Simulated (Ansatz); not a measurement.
Theory: DFT PBE, scalar-relativistic, plane waves, PAW (Ansatz). Settings: cutoff 420 eV, Γ-centred meshes spaced at most about 0.3 Å⁻¹, and about 0.25 Å⁻¹ or finer for metals (2π included), Gaussian smearing. No spin polarisation in the final relaxations.

Temperature and zero-point effects are left out.

Two relaxed structures of CdSe:

A.

```
CELL_PARAMETERS angstrom
8.16470 0.00000 0.00000
0.00000 4.50702 0.00000
0.00000 0.00000 7.47911
ATOMIC_POSITIONS crystal
Cd 0.84076 0.75000 0.39901
Cd 0.65924 0.25000 0.89901
Cd 0.34076 0.75000 0.10099
Cd 0.15924 0.25000 0.60099
Se 0.82232 0.25000 0.59595
Se 0.67768 0.75000 0.09595
Se 0.32232 0.25000 0.90405
Se 0.17768 0.75000 0.40405
```

B.

```
CELL_PARAMETERS angstrom
4.28220 0.00000 0.00000
-2.14110 3.70849 0.00000
0.00000 0.00000 9.94180
ATOMIC_POSITIONS crystal
Cd 0.53870 0.53870 0.50000
Cd 0.00000 0.46130 0.83333
Cd 0.46130 0.00000 0.16667
Se 0.51687 0.51687 0.00000
Se 0.48313 0.00000 0.66667
Se 0.00000 0.48313 0.33333
```

Task: Which form is favoured at zero pressure, and by what margin per atom?

Result: A is lower, by 32 meV/atom. A has space group Pnma (No. 62), 34.4 Å³/atom and a gap of 0.75 eV on its mesh; B has space group P3_221 (No. 154), 26.3 Å³/atom and no gap. The lower one is the more open, so pressure narrows the difference. In A, Cd has 4 Se at 2.63–2.75 Å; Se has 4 Cd at 2.63–2.75 Å. In B, Cd has 4 Se at 2.68–2.75 Å; Se is surrounded by 4 Cd at 2.68–2.75 Å. Both come from invented guesses. The part of the Crystallography Open Database at hand lists CdSe in space group No. 186, which no cell shown has.

Kohn–Sham gaps at this level usually fall short of measured ones. The zero gap of P3_221 may come from the functional, which often closes small gaps. With atoms moved at random, Pnma came back. Other cells relaxed within their symmetry can be saddle points.
